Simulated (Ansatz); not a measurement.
# As under changes of volume

One of the cells (21.530 Å³/atom); the others are scaled copies at fixed shape and fractional positions:

```
CELL_PARAMETERS angstrom
1.88080 1.08588 3.51406
-1.88080 1.08588 3.51406
0.00000 -2.17176 3.51406
ATOMIC_POSITIONS crystal
As 0.22600 0.22600 0.22600
As 0.77400 0.77400 0.77400
```

- Program: Ansatz 0.2.0
- Functional: LDA
- Potentials or basis: all-electron LAPW, scalar-relativistic
- Cutoff: 291 eV (chosen from the basis error)
- Basis error allowed: 0.001 eV/atom
- k mesh: 9 × 9 × 9
- Occupations: fermi-dirac, width 0.05 eV
- Spin: no spin polarisation

```csv
volume (Å³/atom),energy over the lowest point (meV/atom),pressure (GPa),largest force (eV/Å)
20.239,10.79,3.9,0.697
20.669,2.92,2.0,0.542
21.100,0.00,0.2,0.397
21.530,1.54,-1.3,0.261
21.961,?,?,?
22.392,16.33,-4.1,0.013
22.822,28.80,-5.2,0.100
```

Q: What does the run at 21.961 Å³/atom give?

A: Energy over the lowest point 7.12 meV/atom; pressure -2.8 GPa; largest force 0.133 eV/Å.

Worked out: A Birch-Murnaghan fit of order 3 (a polynomial in V^(-2/3)) to the other rows has its minimum at 21.16 Å³/atom with B0 = V·E''(V) = 80 GPa and B' = 4.1 at fixed shape and positions, which overstates the stiffness. It gives 7.12 meV/atom at 21.961 Å³/atom, against the run's 7.12, and -dE/dV = -2.8 GPa, against -2.8.

Energies are extrapolated to zero smearing.
